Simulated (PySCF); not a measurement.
# One molecule, many functionals

Species: gamma-butyrolactone, C4H6O2.
InChI=1S/C4H6O2/c5-4-2-1-3-6-4/h1-3H2

Linear-response calculations in the def2-SVPD basis (PySCF; singlets by full response, triplets Tamm–Dancoff, core orbitals frozen in the response; HF means time-dependent Hartree–Fock). 'Strongest' is the level of largest summed f among the singlets computed (10 roots, of which the last may lack a degenerate partner); it can jump between rows when another state enters that window. S1 is the lowest singlet of each run and needn't be the same state throughout; f(S1) is that of one state. Isolated species at its PBE0-D3(BJ)/def2-SVP geometry (one conformer only).

```
functional                               kind  S1 (eV)  f(S1)  strongest (eV)  T1 (eV)  HOMO (eV)  gap (eV)  ionisation energy, ΔSCF (eV)
       LDA                                LDA     5.49  0.000            6.96     5.06      -6.51      5.26                         10.28
       PBE                                GGA     5.53  0.000            7.07     5.03      -6.34      5.33                          9.99
     B3LYP  global hybrid, 20% exact exchange     5.73  0.000            7.69     5.23      -7.71      7.52                         10.27
      PBE0  global hybrid, 25% exact exchange     5.80  0.000            7.83     5.26      -7.96      8.07                         10.23
 BHandHLYP  global hybrid, 50% exact exchange     6.03  0.001            8.45     5.52      -9.55     10.39                         10.21
 CAM-B3LYP             range-separated hybrid     5.81  0.000            8.04     5.31      -9.44     10.44                         10.41
   wB97X-D             range-separated hybrid     5.85  0.000            8.09     5.37      -9.89     11.84                         10.34
        HF                       Hartree–Fock     6.57  0.001            9.36     6.07     -12.04     14.40                   not settled
```

What does LC-wPBE (range-separated hybrid) give?

S1 (eV) 5.85, f(S1) 0.000, strongest (eV) 8.23, T1 (eV) 5.30, HOMO (eV) -10.74, gap (eV) 12.86, ionisation energy, ΔSCF (eV) 10.50. S1 runs from 5.49 eV (LDA) to 6.57 eV (HF), a spread of 1.07 eV, while the orbital gap spreads over 9.1 eV. Along PBE (0%), B3LYP (20%), PBE0 (25%), BHandHLYP (50%), HF (100%) S1 rises with the share of exact exchange. −ε(HOMO) comes closest to its own ΔSCF ionisation energy with LC-wPBE (+0.24 eV) and misses most with LDA (-3.77 eV). 'Not settled' means that the ion's SCF failed to converge or may have ended in another state than the lowest.
